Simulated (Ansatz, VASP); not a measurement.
# Au in VASP and in Ansatz

```
CELL_PARAMETERS angstrom
0.00000 1.95663 1.95663
1.95663 0.00000 1.95663
1.95663 1.95663 0.00000
ATOMIC_POSITIONS crystal
Au 0.00000 0.00000 0.00000
```

Change from the starting cell: volume scaled by 0.88, LAPW.

Alike in both runs: task single point; functional PBEsol; k mesh 18 × 18 × 18; occupations fermi-dirac, width 0.08 eV; no spin polarisation.

|  | VASP | Ansatz |
| --- | --- | --- |
| version | VASP 6.6.1 | Ansatz 0.2.0 |
| potentials or method | VASP PAW PBE potentials, release 64 (Au), cutoff 520 eV | all-electron LAPW, scalar-relativistic |

```tsv
	VASP	Ansatz	Ansatz less VASP
pressure (GPa)	31.8	32.1	+0.33
```

Ansatz ran all-electron here, so the differences hold the error of VASP's frozen core and of both bases.

Caveats: so large a pressure means that the cell lies far from this level's equilibrium, or that cutoff or potentials fall short (VASP); the potentials were made for another functional, which shifts forces and pressure (VASP). The runs have no spin-orbit coupling, so splittings on Au are missing.
